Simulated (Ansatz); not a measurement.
BaO: energy less free atoms and pressure against volume scale

All results are calculated (Ansatz 0.2.0). Periodic Kohn-Sham DFT of a crystal at fixed atoms, scaled to volume_scale times the given cell; pressure positive in compression, energy less spherical unpolarised free atoms, largest_vzz the field gradient of largest size among the nuclei.

The cell before it is scaled or strained (space group Fm-3m, No. 225):
```
cell vectors (Å)
   0.0000     2.7500     2.7500
   2.7500     0.0000     2.7500
   2.7500     2.7500     0.0000
atoms (fractions of the cell vectors)
Ba  0.00000  0.00000  0.00000
O   0.50000  0.50000  0.50000
```

Settings of every row: method all-electron LAPW; functional LDA; relativity scalar; k mesh 8x8x8; filling fermi-dirac; smearing width 0.02 eV; basis error target 0.5 meV/atom; nucleus gaussian.

Atom start moment: 0 on all atoms.

Limits: no spin-orbit coupling on heavy atoms.

| row | volume scale | V (Å³/atom) | energy less free atoms (eV/atom) | pressure (GPa) |
| --- | --- | --- | --- | --- |
| 1 | 0.94 | 19.549 | -6.6425 | 2.349 |
| 2 | 0.9405 | 19.559 | -6.6427 | 2.298 |
| 3 | 0.96 | 19.965 | -6.6461 | 0.411 |
| 4 | 0.97 | 20.173 | -6.646 | -0.477 |
| 5 | 0.98 | 20.381 | -6.6448 | -1.315 |
| 6 | 1 | 20.797 | -6.6394 | -2.851 |
| 7 | 1.01 | 21.005 | ? | ? |
| 8 | 1.02 | 21.213 | -6.6302 | -4.219 |
| 9 | 1.03 | 21.421 | -6.6243 | -4.846 |
| 10 | 1.04 | 21.629 | -6.6176 | -5.437 |
| 11 | 1.06 | 22.045 | -6.602 | -6.52 |

Question: what energy less free atoms and pressure should row 7 give?

Worked fit of energy less free atoms. Take u = (V_r/V)^(2/3) − 1 with V_r = 20.589 Å³ an atom, which is twice the finite (Eulerian) strain; such expansions in the strain, on which the Birch-Murnaghan equation of state is built, carry the rest volume and the bulk modulus. The shown rows have u = 0.03516, 0.03481, 0.02073, 0.0137, 0.00679, -0.00668, -0.01971, -0.02606, -0.03232, -0.04453. Least squares give energy less free atoms = −6.64261 − 0.4021 × u + 11.474 × u² eV/atom; a straight line predicts inner rows, each left out in turn, worse (root mean square 0.0067 against 4.7e-05 eV/atom). The rows lie off it by 0.0001, 0.0000, -0.0001, 0.0000, 0.0000, 0.0000, 0.0000, 0.0000, 0.0000, 0.0000. Its lowest point lies at u = 0.0175, or V = 20.06 Å³ an atom, and the curvature there gives the bulk modulus at fixed shape and fractions, B = (4/9)(1 + u)² E″(u)/V = 84.3 GPa. The withheld row has u = -0.01325, so the fit gives −6.64261 − 0.4021 × (-0.01325) + 11.474 × (-0.01325)² = -6.6353 eV/atom.

The calculation gave -6.6352 eV/atom. The fit lies 0.0001 eV/atom (0.23 % of the column's range) below it, one unit of the last digit.

Worked fit of pressure. Take u = (V_r/V)^(2/3) − 1 with V_r = 20.589 Å³ an atom, which is twice the finite (Eulerian) strain; such expansions in the strain, on which the Birch-Murnaghan equation of state is built, carry the rest volume and the bulk modulus. The shown rows have u = 0.03516, 0.03481, 0.02073, 0.0137, 0.00679, -0.00668, -0.01971, -0.02606, -0.03232, -0.04453. Least squares give pressure = −2.1051 + 114.01 × u + 348.14 × u² + 323 × u³ GPa; a parabola predicts inner rows, each left out in turn, worse (root mean square 0.0051 against 0.00084 GPa). The rows lie off it by 0.001, -0.001, 0.000, 0.000, 0.000, 0.000, 0.000, -0.001, 0.000, 0.000. The pressure vanishes at u = 0.0175, or V = 20.06 Å³ an atom, and there the bulk modulus at fixed shape and fractions is B = −V dP/dV = (2/3)(1 + u) dP/du = 85.8 GPa. The withheld row has u = -0.01325, so the fit gives −2.1051 + 114.01 × (-0.01325) + 348.14 × (-0.01325)² + 323 × (-0.01325)³ = -3.555 GPa.

The calculation gave -3.555 GPa. The fit meets it to the printed digit.
